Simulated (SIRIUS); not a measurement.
# ZrB2 (P6/mmm) in SIRIUS: further runs

One crystal, ZrB2, is run at these levels: PBE, PW91, revPBE, RPBE; tasks: band structure.

Everything below comes from runs of SIRIUS 7.12.0. Logs are shortened: lines on timing, memory, paths and dates and some standing lists are left out, and cuts for length are marked. The log counts tension as positive stress, the text compression.

### Step 1. Starting point

The structure is hexagonal, space group P6/mmm (No. 191). The conventional cell has a = 3.170 Å, b = 3.170 Å, c = 3.533 Å, α = 90.00°, β = 90.00°, γ = 120.00°. Zr (site symmetry 6/mmm) has 12 B at 2.54 Å as nearest neighbours. B (site symmetry -6m2) has 3 B at 1.83 Å as nearest neighbours.

### Step 2. Band structure, PBE

sirius.json reads:

```json
{
  "control": {
    "processing_unit": "cpu",
    "std_evp_solver_name": "lapack",
    "gen_evp_solver_name": "lapack",
    "verbosity": 2,
    "print_forces": true,
    "ortho_rf": true,
    "use_second_variation": true,
    "rmt_max": 3.0,
    "num_bands_to_print": 24,
    "save_wf": true
  },
  "parameters": {
    "electronic_structure_method": "full_potential_lapwlo",
    "xc_functionals": ["XC_GGA_X_PBE", "XC_GGA_C_PBE"],
    "core_relativity": "dirac",
    "valence_relativity": "iora",
    "num_fv_states": 24,
    "smearing": "fermi_dirac",
    "smearing_width": 0.0018374661,
    "pw_cutoff": 20,
    "gk_cutoff": 3.82,
    "lmax_apw": 11,
    "lmax_rho": 8,
    "lmax_pot": 8,
    "num_mag_dims": 0,
    "auto_rmt": 0,
    "ngridk": [10, 10, 8],
    "shiftk": [0, 0, 0],
    "num_dft_iter": 80,
    "energy_tol": 1e-07,
    "density_tol": 1e-05,
    "use_symmetry": true
  },
  "settings": {"tol_ne": 1e-10},
  "iterative_solver": {"type": "exact"},
  "mixer": {"type": "anderson", "beta": 0.5, "max_history": 8},
  "unit_cell": {
    "lattice_vectors": [[5.9904318151, 0.0, 0.0], [-2.9952159075, 5.1878661315, 0.0], [0.0, 0.0, 6.6764023983]],
    "atom_types": ["B", "Zr"],
    "atom_files": {"B": "B.json", "Zr": "Zr.json"},
    "atoms": {"B": [[0.6666666667, 0.3333333333, 0.5], [0.3333333333, 0.6666666667, 0.5]], "Zr": [[0.0, 0.0, 0.0]]}
  }
}
```

B.json reads:

```json
{
  "name": "boron",
  "symbol": "B",
  "number": 5,
  "mass": 10.811,
  "rmin": 1e-06,
  "rmt": 1.7,
  "nrmt": 800,
  "rinf": 17.81,
  "core": "1s",
  "valence": [
    {"basis": [{"enu": 0.24, "dme": 0, "n": 0, "auto": 0}, {"enu": 0.24, "dme": 1, "n": 0, "auto": 0}]},
    {"l": 0, "n": 1, "basis": [{"enu": 0.2859, "dme": 0, "n": 0, "auto": 0}]},
    {"l": 1, "n": 2, "basis": [{"enu": 0.34, "dme": 0, "n": 0, "auto": 0}]},
    {"l": 2, "n": 3, "basis": [{"enu": 0.34, "dme": 0, "n": 0, "auto": 0}]},
    {"l": 3, "n": 4, "basis": [{"enu": 0.34, "dme": 0, "n": 0, "auto": 0}]}
  ],
  "lo": [
    {
      "l": 0,
      "basis": [{"enu": 0.2859, "dme": 0, "n": 0, "auto": 0}, {"enu": 0.2859, "dme": 1, "n": 0, "auto": 0}]
    },
    {
      "l": 0,
      "basis": [{"enu": 0.2859, "dme": 1, "n": 0, "auto": 0}, {"enu": 0.2859, "dme": 2, "n": 0, "auto": 0}]
    },
    {
      "l": 0,
      "basis": [{"enu": 0.2859, "dme": 0, "n": 0, "auto": 0}, {"enu": 4.4381, "dme": 0, "n": 0, "auto": 0}]
    },
    {"l": 1, "basis": [{"enu": 0.34, "dme": 0, "n": 0, "auto": 0}, {"enu": 0.34, "dme": 1, "n": 0, "auto": 0}]},
    {"l": 1, "basis": [{"enu": 0.34, "dme": 1, "n": 0, "auto": 0}, {"enu": 0.34, "dme": 2, "n": 0, "auto": 0}]},
    {"l": 1, "basis": [{"enu": 0.34, "dme": 0, "n": 0, "auto": 0}, {"enu": 5.1151, "dme": 0, "n": 0, "auto": 0}]},
    {"l": 2, "basis": [{"enu": 0.34, "dme": 0, "n": 0, "auto": 0}, {"enu": 0.34, "dme": 1, "n": 0, "auto": 0}]},
    {"l": 2, "basis": [{"enu": 0.34, "dme": 1, "n": 0, "auto": 0}, {"enu": 0.34, "dme": 2, "n": 0, "auto": 0}]},
    {"l": 2, "basis": [{"enu": 0.34, "dme": 0, "n": 0, "auto": 0}, {"enu": 5.7379, "dme": 0, "n": 0, "auto": 0}]},
    {"l": 3, "basis": [{"enu": 0.34, "dme": 0, "n": 0, "auto": 0}, {"enu": 0.34, "dme": 1, "n": 0, "auto": 0}]}
  ],
  "free_atom": [... radial grid and density of the free atom, the start of the SCF ...]
}
```

Zr.json reads:

```json
{
  "name": "zirconium",
  "symbol": "Zr",
  "number": 40,
  "mass": 91.224,
  "rmin": 1e-06,
  "rmt": 2.48,
  "nrmt": 800,
  "rinf": 17.42,
  "core": "1s2s2p3s3p",
  "valence": [
    {"basis": [{"enu": 0.24, "dme": 0, "n": 0, "auto": 0}, {"enu": 0.24, "dme": 1, "n": 0, "auto": 0}]},
    {"l": 0, "n": 1, "basis": [{"enu": 0.34, "dme": 0, "n": 0, "auto": 0}]},
    {"l": 1, "n": 2, "basis": [{"enu": 0.34, "dme": 0, "n": 0, "auto": 0}]},
    {"l": 2, "n": 3, "basis": [{"enu": 0.34, "dme": 0, "n": 0, "auto": 0}]},
    {"l": 3, "n": 4, "basis": [{"enu": 0.34, "dme": 0, "n": 0, "auto": 0}]}
  ],
  "lo": [
    {"l": 0, "basis": [{"enu": 0.34, "dme": 0, "n": 0, "auto": 0}, {"enu": 0.34, "dme": 1, "n": 0, "auto": 0}]},
    {
      "l": 0,
      "basis": [{"enu": -1.5212, "dme": 0, "n": 4, "auto": 1}, {"enu": -1.5212, "dme": 1, "n": 4, "auto": 1}]
    },
    {
      "l": 0,
      "basis": [{"enu": -1.5212, "dme": 1, "n": 4, "auto": 1}, {"enu": 0.34, "dme": 0, "n": 0, "auto": 0}]
    },
    {"l": 0, "basis": [{"enu": 0.34, "dme": 0, "n": 0, "auto": 0}, {"enu": 2.9415, "dme": 0, "n": 0, "auto": 0}]},
    {"l": 1, "basis": [{"enu": 0.34, "dme": 0, "n": 0, "auto": 0}, {"enu": 0.34, "dme": 1, "n": 0, "auto": 0}]},
    {
      "l": 1,
      "basis": [{"enu": -0.7159, "dme": 0, "n": 4, "auto": 1}, {"enu": -0.7159, "dme": 1, "n": 4, "auto": 1}]
    },
    {
      "l": 1,
      "basis": [{"enu": -0.7159, "dme": 1, "n": 4, "auto": 1}, {"enu": 0.34, "dme": 0, "n": 0, "auto": 0}]
    },
    {"l": 1, "basis": [{"enu": 0.34, "dme": 0, "n": 0, "auto": 0}, {"enu": 3.3317, "dme": 0, "n": 0, "auto": 0}]},
    {"l": 2, "basis": [{"enu": 0.34, "dme": 0, "n": 0, "auto": 0}, {"enu": 0.34, "dme": 1, "n": 0, "auto": 0}]},
    {"l": 2, "basis": [{"enu": 0.34, "dme": 1, "n": 0, "auto": 0}, {"enu": 0.34, "dme": 2, "n": 0, "auto": 0}]},
    {
      "l": 2,
      "basis": [{"enu": -5.9526, "dme": 0, "n": 3, "auto": 1}, {"enu": -5.9526, "dme": 1, "n": 3, "auto": 1}]
    },
    {"l": 2, "basis": [{"enu": 0.34, "dme": 0, "n": 0, "auto": 0}, {"enu": 2.8764, "dme": 0, "n": 0, "auto": 0}]},
    {"l": 3, "basis": [{"enu": 0.34, "dme": 0, "n": 0, "auto": 0}, {"enu": 0.34, "dme": 1, "n": 0, "auto": 0}]},
    {"l": 3, "basis": [{"enu": 0.34, "dme": 0, "n": 0, "auto": 0}, {"enu": 3.1691, "dme": 0, "n": 0, "auto": 0}]}
  ],
  "free_atom": [... radial grid and density of the free atom, the start of the SCF ...]
}
```

sirius_start.json reads:

```json
{
  "control": {
    "processing_unit": "cpu",
    "std_evp_solver_name": "lapack",
    "gen_evp_solver_name": "lapack",
    "verbosity": 1,
    "print_forces": false,
    "ortho_rf": true,
    "use_second_variation": true,
    "rmt_max": 3.0,
    "num_bands_to_print": 24,
    "save_wf": false
  },
  "parameters": {
    "electronic_structure_method": "full_potential_lapwlo",
    "xc_functionals": ["XC_LDA_X", "XC_LDA_C_PW"],
    "core_relativity": "dirac",
    "valence_relativity": "iora",
    "num_fv_states": 24,
    "smearing": "fermi_dirac",
    "smearing_width": 0.0055123983,
    "pw_cutoff": 20,
    "gk_cutoff": 3.06,
    "lmax_apw": 11,
    "lmax_rho": 8,
    "lmax_pot": 8,
    "num_mag_dims": 0,
    "auto_rmt": 0,
    "ngridk": [4, 4, 3],
    "shiftk": [0, 0, 0],
    "num_dft_iter": 30,
    "energy_tol": 0.01,
    "density_tol": 0.05,
    "use_symmetry": true
  },
  "settings": {"tol_ne": 1e-10},
  "iterative_solver": {"type": "exact"},
  "mixer": {"type": "anderson", "beta": 0.5, "max_history": 8},
  "unit_cell": {
    "lattice_vectors": [[5.9904318151, 0.0, 0.0], [-2.9952159075, 5.1878661315, 0.0], [0.0, 0.0, 6.6764023983]],
    "atom_types": ["B", "Zr"],
    "atom_files": {"B": "B.json", "Zr": "Zr.json"},
    "atoms": {"B": [[0.6666666667, 0.3333333333, 0.5], [0.3333333333, 0.6666666667, 0.5]], "Zr": [[0.0, 0.0, 0.0]]}
  }
}
```

sirius_bands.json reads:

```json
{
  "control": {
    "processing_unit": "cpu",
    "std_evp_solver_name": "lapack",
    "gen_evp_solver_name": "lapack",
    "verbosity": 2,
    "print_forces": true,
    "ortho_rf": true,
    "use_second_variation": true,
    "rmt_max": 3.0,
    "num_bands_to_print": 24,
    "save_wf": true
  },
  "parameters": {
    "electronic_structure_method": "full_potential_lapwlo",
    "xc_functionals": ["XC_GGA_X_PBE", "XC_GGA_C_PBE"],
    "core_relativity": "dirac",
    "valence_relativity": "iora",
    "num_fv_states": 24,
    "smearing": "fermi_dirac",
    "smearing_width": 0.0018374661,
    "pw_cutoff": 20,
    "gk_cutoff": 3.82,
    "lmax_apw": 11,
    "lmax_rho": 8,
    "lmax_pot": 8,
    "num_mag_dims": 0,
    "auto_rmt": 0,
    "ngridk": [10, 10, 8],
    "shiftk": [0, 0, 0],
    "num_dft_iter": 80,
    "energy_tol": 1e-07,
    "density_tol": 1e-05,
    "use_symmetry": true
  },
  "settings": {"tol_ne": 1e-10},
  "iterative_solver": {"type": "exact"},
  "mixer": {"type": "anderson", "beta": 0.5, "max_history": 8},
  "unit_cell": {
    "lattice_vectors": [[5.9904318151, 0.0, 0.0], [-2.9952159075, 5.1878661315, 0.0], [0.0, 0.0, 6.6764023983]],
    "atom_types": ["B", "Zr"],
    "atom_files": {"B": "B.json", "Zr": "Zr.json"},
    "atoms": {"B": [[0.6666666667, 0.3333333333, 0.5], [0.3333333333, 0.6666666667, 0.5]], "Zr": [[0.0, 0.0, 0.0]]}
  },
  "kpoints_rel": {
    "G": [0.0, 0.0, 0.0],
    "A": [0.0, 0.0, 0.5],
    "H": [0.3333333333, 0.3333333333, 0.5],
    "K": [0.3333333333, 0.3333333333, 0.0],
    "L": [0.5, 0.0, 0.5],
    "M": [0.5, 0.0, 0.0]
  },
  "kpoints_path": ["G", "M", "K", "G", "A", "L", "H", "A"]
}
```

Potentials or basis: all-electron FP-LAPW, apw+lo standard.

The run is started by

```sh
OMP_NUM_THREADS=1 sirius.scf --input=sirius_start.json --output=start.json
OMP_NUM_THREADS=1 sirius.scf --input=sirius.json --output=output.json --task=1
OMP_NUM_THREADS=1 sirius.scf --input=sirius_bands.json --output=bands_out.json --task=2
```

The program printed:

```text
[info] SIRIUS version : 7.12.0
[info] number of MPI ranks           : 1
[info] MPI grid                      : 1 1
[info] maximum number of OMP threads : 1
[fft] FFT context for density and potential
[fft] =====================================
[fft]   plane wave cutoff                     : 20
[fft]   grid size                             : 45 45 45   total : 91125
[fft]   grid limits                           : -22 22   -22 22   -22 22
[fft]   number of G-vectors within the cutoff : 27985
[fft]   number of G-shells                    : 1441
[fft] FFT context for coarse grid
[fft] =====================================
[fft]   plane wave cutoff                     : 7.64
[fft]   grid size                             : 18 18 20   total : 6480
[fft]   grid limits                           : -8 9   -8 9   -9 10
[fft]   number of G-vectors within the cutoff : 1571
[fft]   number of G-shells                    : 110
[unit cell] lattice vectors
[unit cell]   a1 :       5.9904318151      0.0000000000      0.0000000000
[unit cell]   a2 :      -2.9952159075      5.1878661315      0.0000000000
[unit cell]   a3 :       0.0000000000      0.0000000000      6.6764023983
[unit cell] reciprocal lattice vectors
[unit cell]   b1 :       1.0488701818      0.6055654818     -0.0000000000
[unit cell]   b2 :       0.0000000000      1.2111309637      0.0000000000
[unit cell]   b3 :       0.0000000000     -0.0000000000      0.9411034465
[unit cell] unit cell volume :       207.48628495 [a.u.^3]
[unit cell] 1/sqrt(omega)    :         0.06942331
[unit cell] MT volume        :       105.05063604 (50.63%)
[unit cell] IT volume        :       102.43564891 (49.37%)
[unit cell] number of atom types : 2
[unit cell] type id : 0 symbol :  B mt_radius :   1.700000 num_atoms : 2
[unit cell] type id : 1 symbol : Zr mt_radius :   2.480000 num_atoms : 1
[unit cell] total number of atoms : 3
[unit cell] number of symmetry classes : 2
[unit cell] atom id  type id  class id             position                      vector_field
[unit cell] ------------------------------------------------------------------------------------------
[unit cell]      0        0        0      0.66667   0.33333   0.50000      0.00000   0.00000   0.00000
[unit cell]      1        0        0      0.33333   0.66667   0.50000      0.00000   0.00000   0.00000
[unit cell]      2        1        1      0.00000   0.00000   0.00000      0.00000   0.00000   0.00000
[... 436 lines left out ...]
[find] Free energy (E-TS)             :   -3649.02360008 (Ha),   -7298.04720017 (Ry)
[find] band gap (eV)                  :       0.00000000
[find] Efermi                         :       0.42621326
[find] iteration : 6, RMS (target) : 5.7397e-06 (1.0000e-05) , energy difference (target) : 2.2126e-08 (1.0000e-07)
[find] converged after 7 SCF iterations!
Warning in function "check_num_electrons" at src/density/density.cpp:1179
wrong number of electrons
  obtained value : 49.9997
  target value : 50
  difference : 0.000278115
  total core leakage : 0.000276733
    atom class : 0, core leakage : 0.00013833
    atom class : 1, core leakage : 7.25511e-08
[find] Charges and magnetic moments
[find] --------------------------------------------------------------------------------
[find] atom      charge    core leakage
[find] --------------------------------------------------------------------------------
[find]    0    3.800824    1.383302e-04
[find]    1    3.800824    1.383302e-04
[find]    2   37.871200    7.255107e-08
[find] total core leakage    : 2.76732984e-04
[find] interstitial charge   : 4.526874
[find] total charge          : 49.999722
[find] Energy
[find] --------------------------------------------------------------------------------
[find] valence_eval_sum               :     -61.26535667
[find] core_eval_sum                  :   -2088.38846489
[find] kinetic energy                 :    3768.22800619
[find] enuc                           :   -4415.51313622
[find] <rho|V^{XC}>                   :    -159.58544915
[find] <rho|E^{XC}>                   :    -122.59018740
[find] <mag|B^{XC}>                   :       0.00000000
[find] <rho|V^{H}>                    :   -5758.29637850
[find] smearing (-TS)                 :      -0.00010410
[find] SCF correction                 :       0.00001070
[find] Total energy                   :   -3649.02349598 (Ha),   -7298.04699196 (Ry)
[find] Free energy (E-TS)             :   -3649.02360008 (Ha),   -7298.04720017 (Ry)
[find] band gap (eV)                  :       0.00000000
[find] Efermi                         :       0.42621326
[ground_state]
[ground_state] ==== total Forces in Ha/bohr =====
[ground_state] atom:    0, force:      -0.0000000      0.0000000      0.0000000
[ground_state] atom:    1, force:      -0.0000000     -0.0000000     -0.0000000
[ground_state] atom:    2, force:       0.0000000      0.0000000      0.0000000
[ground_state] ==== contribution from density =====
[ground_state] atom:    0, force:       0.0000000     -0.0000000      0.0000000
[ground_state] atom:    1, force:      -0.0000000      0.0000000      0.0000000
[ground_state] atom:    2, force:       0.0000000      0.0000000      0.0000000
[ground_state] ==== contribution from Hartree potential =====
[ground_state] atom:    0, force:       0.0000000      0.0000000      0.0000000
[ground_state] atom:    1, force:      -0.0000000      0.0000000      0.0000000
[ground_state] atom:    2, force:       0.0000000      0.0000000      0.0000000
[ground_state] ==== contribution from IBS =====
[ground_state] atom:    0, force:      -0.0000000      0.0000000      0.0000000
[ground_state] atom:    1, force:       0.0000000     -0.0000000     -0.0000000
[ground_state] atom:    2, force:       0.0000000      0.0000000      0.0000000
```

Run time: 86 s. Hardware: 1 thread of Arm Neoverse V2, shared host; peak memory 0.59 GiB.

Results:

| Quantity | Value |
| --- | --- |
| Free energy | -99294.9906 eV |
| Band gap along the path | none (metal or under the smearing width) |
| All electrons inside the program's atomic spheres | Zr 37.87; B 3.80 (radii B 1.7, Zr 2.48 bohr) |

Levels at the corners of the path, in eV from the Fermi level:
```
point  band 12  band 13  band 14  band 15  band 16  band 17
    Γ    -2.54    -2.50    -2.26     3.49     3.49     4.26
    M    -3.81    -2.97    -2.60     2.32     2.39     5.01
    K    -6.82    -2.36    -2.36     1.65     1.65     3.24
    Γ    -2.54    -2.50    -2.26     3.49     3.49     4.26
    A    -0.88    -0.88     0.42     0.42     0.86     0.86
    L    -4.52    -4.04    -1.92     3.83     4.17     5.38
    H    -4.84    -2.59    -2.59     4.17     6.11     6.11
    A    -0.88    -0.88     0.42     0.42     0.86     0.86
```

[end of part 1 of 2]
